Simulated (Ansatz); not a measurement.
# FeO (Wuestite) in Ansatz: the effect of functional

The system is FeO (Wuestite).

```
CELL_PARAMETERS angstrom
1.51882 0.87689 2.51958
-1.51882 0.87689 2.51958
0.00000 -1.75378 2.51958
ATOMIC_POSITIONS crystal
Fe 0.00000 0.00000 0.00000
O 0.50000 0.50000 0.50000
```

Alike in all runs:

* Program: Ansatz 0.2.0
* Task: band structure
* Potentials or basis: all-electron LAPW, scalar-relativistic
* Cutoff: 348 eV (chosen from the basis error)
* Basis error allowed: 0.001 eV/atom
* k mesh: 11 × 11 × 11
* Occupations: fermi-dirac, width 0.05 eV
* Spin: collinear spin, ferromagnetic start
* Starting moments: [3.0, 0.0] μB

```csv
functional,pressure (GPa)
PBE,?
LDA,-16.4
PBEsol,-9.5
```

Task: What does the run with functional PBE give?

Result: Pressure -1.3 GPa.

Caveats: a cell with one magnetic atom can't hold antiferromagnetic order, which such compounds often take.
